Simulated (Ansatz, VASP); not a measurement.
## Two plane-wave programs on InP

The input INCAR:

```
PREC = Accurate
ENCUT = 520
EDIFF = 1E-6
ISMEAR = -1
SIGMA = 0.02
LREAL = F
LASPH = T
NELM = 80
ALGO = Normal
ISIF = 2
LWAVE = F
LCHARG = T
GGA = PE
LELF = T
LVHAR = T
NBANDS = 16
```

The input KPOINTS:

```
regular mesh
0
Gamma
  8 8 8
```

POSCAR

```
InP
1.0
    0.0000000000      2.9537876392      2.9390187010
    2.9537876392      0.0000000000      2.9390187010
    2.9537876392      2.9537876392      0.0000000000
In P
1 1
Direct
    0.0000000000      0.0000000000      0.0000000000
    0.2500000000      0.2500000000      0.2500000000
```

Input for Ansatz:

```yaml
crystal:
  lattice:
    - [0.0, 2.9537876392, 2.939018701]
    - [2.9537876392, 0.0, 2.939018701]
    - [2.9537876392, 2.9537876392, 0.0]
  atoms:
    - { symbol: In, position: [0.0, 0.0, 0.0] }
    - { symbol: P, position: [0.25, 0.25, 0.25] }
kpoints:
  mp_grid: { grid: [8, 8, 8] }
  band_path:
    path:
      - [0.0, 0.0, 0.0]
      - [-0.5, -0.5, 0.0]
      - [-0.375, -0.375, 0.25]
      - [-0.375, 0.0, 0.375]
      - [0.0, 0.0, 0.5]
      - [-0.5, -0.25, 0.25]
    npoints: 1
hamiltonian:
  xc: pbe
scf:
  occupations: { method: fermi_dirac, width: 0.02 }
  n_extra_bands: 4
output:
  forces: true
  stress: true
  eigenvalues: true
  write_density: true
  write_potential: true
  elf: true
  volumetric_format: npy
```

Change from the starting cell: uniaxial_z strain -0.5%.

Alike in both runs: task single point; functional PBE; k mesh 8 × 8 × 8; occupations fermi-dirac, width 0.02 eV; no spin polarisation.

```csv
,VASP,Ansatz
version,VASP 6.6.1,Ansatz 0.2.0
potentials or method,"VASP PAW PBE potentials, release 64 (In_d, P)","plane waves, PAW"
plane-wave cutoff (eV),520,420
valence electrons in the cell,18,18
```

```csv
,VASP,Ansatz,Ansatz less VASP
pressure (GPa),1.9,2.0,+0.06
largest component of the traceless stress (GPa),0.13,0.13,0.000
```

Caveats: spin-orbit coupling is left out, which moves the levels of the heavy elements.
